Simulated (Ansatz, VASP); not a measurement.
Given: the input of a run of Ansatz 0.2.0 on W.

The input input.yaml:

```yaml
crystal:
  lattice:
    - [0.0, 2.0163754284, 2.0163754284]
    - [2.0163754284, 0.0, 2.0163754284]
    - [2.0163754284, 2.0163754284, 0.0]
  atoms:
    - { symbol: W, position: [0.0, 0.0, 0.0] }
kpoints:
  mp_grid: { grid: [11, 11, 11] }
scf:
  occupations: { method: fermi_dirac, width: 0.05 }
hamiltonian:
  xc: lda
  pseudopotentials: { kind: all_electron, lapw: { basis_error: 0.001 } }
output:
  forces: true
  stress: true
  eigenvalues: true
```

Potentials or basis: all-electron LAPW, scalar-relativistic.

Run with:

```console
$ ansatz run input.yaml --threads 1 --pin off --max-ram 3072MiB --backend cpu --events-out ev --progress --plain --runs-dir out
```

**Question.** Set up the same calculation for VASP 6.6.1. Potentials there: VASP PAW LDA potentials, release 64 (W_sv).

**Answer.** As run (the cutoff follows the program's own potentials):

INCAR

```
SYSTEM = W
PREC     = Accurate       ! precision mode
ENCUT    = 520            ! plane-wave cutoff, eV
EDIFF    = 1E-6           ! SCF threshold, eV
ISMEAR   = -1             ! smearing method
SIGMA    = 0.05           ! smearing width, eV
LREAL    = .FALSE.        ! projectors in reciprocal space
LASPH    = .TRUE.         ! aspherical terms in the spheres
NELM     = 100            ! most SCF steps
ALGO     = Normal         ! electronic algorithm
ISIF     = 2              ! what is computed and relaxed
LWAVE    = .FALSE.        ! write WAVECAR
LCHARG   = .FALSE.        ! write CHGCAR
NBANDS   = 13             ! bands
```

KPOINTS

```
regular mesh
0
G
  11 11 11
  0 0 0
```

The input POSCAR:

```
W
1.0
    0.0000000000      2.0163754284      2.0163754284
    2.0163754284      0.0000000000      2.0163754284
    2.0163754284      2.0163754284      0.0000000000
W
1
Direct
    0.0000000000      0.0000000000      0.0000000000
```

Potentials or basis: VASP PAW LDA potentials, release 64 (W_sv).

Run with:

```bash
$ cat potpaw_LDA.64/W_sv/POTCAR > POTCAR
$ mpirun -np 1 vasp_std > vasp.out
```

Both were run:

|  | VASP | Ansatz | Ansatz less VASP |
| --- | --- | --- | --- |
| gap on the k mesh at the Fermi level (eV) | none | none | - |
| pressure (GPa) | -10.9 | -12.4 | -1.50 |

A gap of «none» marks a metal or a gap that the smearing closes. Ansatz ran all-electron here, so the differences hold the error of VASP's frozen core and of both bases.

Spin-orbit coupling is left out, which matters for the levels of W.
